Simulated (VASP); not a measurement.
Wanted: the native input for a VASP 6.6.1 run.

```yaml
Task: relaxation of cell and atoms
Functional: PBEsol
Potentials_or_basis: VASP PAW PBE potentials, release 64 (Cd, Se)
Cutoff: 600 eV
k_mesh: 9 × 9 × 4
Occupations: gaussian, width 0.03 eV
Spin: no spin polarisation
Further_INCAR_settings: ALGO = Normal; EDIFF = 1e-06; IBRION = 2; EDIFFG = -0.01; NSW = 90; ISIF = 3
```

The structure of CdSe (Cadmoselite) lies in POSCAR:

```
CdSe
1.0
    4.3000000000      0.0000000000      0.0000000000
   -2.1500000000      3.7239092363      0.0000000000
    0.0000000000      0.0000000000      7.0200000000
Cd Se
2 2
Direct
    0.3333333333      0.6666666667      0.0000000000
    0.6666666667      0.3333333333      0.5000000000
    0.3333333333      0.6666666667      0.3850000000
    0.6666666667      0.3333333333      0.8850000000
```

One way to write it, as run:

INCAR

```
  PREC = Accurate
  ENCUT = 600
  EDIFF = 1E-6
  ISMEAR = 0
  SIGMA = 0.03
  LREAL = False
  LASPH = True
  NELM = 80
  ALGO = Normal
  ISIF = 3
  LWAVE = False
  LCHARG = False
  GGA = PS
  IBRION = 2
  NSW = 90
  EDIFFG = -0.01
  KPAR = 2
```

KPOINTS

```
Automatic mesh
0
Gamma
  9 9 4
```

Potentials or basis: VASP PAW PBE potentials, release 64 (Cd, Se).

The run is started by

```sh
$ cat potpaw_PBE.64/Cd/POTCAR potpaw_PBE.64/Se/POTCAR > POTCAR
$ mpirun -np 2 vasp_std > vasp.out
```

It gave:

The relaxed volume is 28.29 Å³/atom. The relaxed cell is a = 4.310 Å, b = 4.310 Å, c = 7.035 Å, α = 90.00°, β = 90.00°, γ = 120.00° and the space group after relaxing (to 0.05 Å) is P6_3mc (No. 186). The energy gained by relaxing is 4.9 meV/atom and the ionic steps are 10. The pressure after relaxing is 0.0 GPa and the band gap on the k mesh is 0.53 eV, direct.

Caveat: the PAW data sets were made with another functional, which shifts forces and pressure a little.

It took 2.8 min on 2 MPI ranks on Intel(R) Xeon(R) Platinum 8488C (Sapphire Rapids), on a shared host, peak memory 0.32 GiB a rank.
